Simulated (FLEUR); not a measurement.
# Nd under changes of volume

One of the cells (34.178 Å³/atom); the others are scaled copies at fixed shape and fractional positions:

```xyz
2
Lattice="3.6570 0.0000 0.0000 -1.8285 3.1671 0.0000 0.0000 0.0000 5.9020" Properties=species:S:1:pos:R:3 pbc="T T T"
Nd    1.8285    1.0557    4.4265
Nd    0.0000    2.1114    1.4755
```

This isn't the form of Nd at room conditions, which is double hcp.

```yaml
Program: FLEUR MaX-R8.1 (later development tree)
Functional: LDA
Potentials_or_basis: all-electron
Basis: FLAPW
Kmax: 4.1 1/bohr
k_mesh: 8 × 8 × 5
Occupations: fermi-dirac, width 0.05 eV
Spin: collinear spin, ferromagnetic start
Starting_moments: "[3.0, 3.0] μB"
```

```tsv
volume (Å³/atom)	energy over the lowest point (meV/atom)	moment (μB per cell)
32.128	0.00	8.06
32.811	20.93	8.08
34.178	65.41	8.13
35.545	112.51	8.18
36.229	?	?
```

What does the run at 36.229 Å³/atom give?

Energy over the lowest point 136.90 meV/atom; moment 8.20 μB per cell.

Worked out: A Birch-Murnaghan fit of order 2 (a polynomial in V^(-2/3)) to the other rows has no minimum within the range. It gives 136.84 meV/atom at 36.229 Å³/atom, against the run's 136.90. A straight line through the other rows of the moment, of slope 0.0355 μB per Å³/atom, extrapolates to 8.20 μB, against the run's 8.20.

Energies are extrapolated to zero smearing.

Caveats: the magnetic or orbital state may not be the lowest.
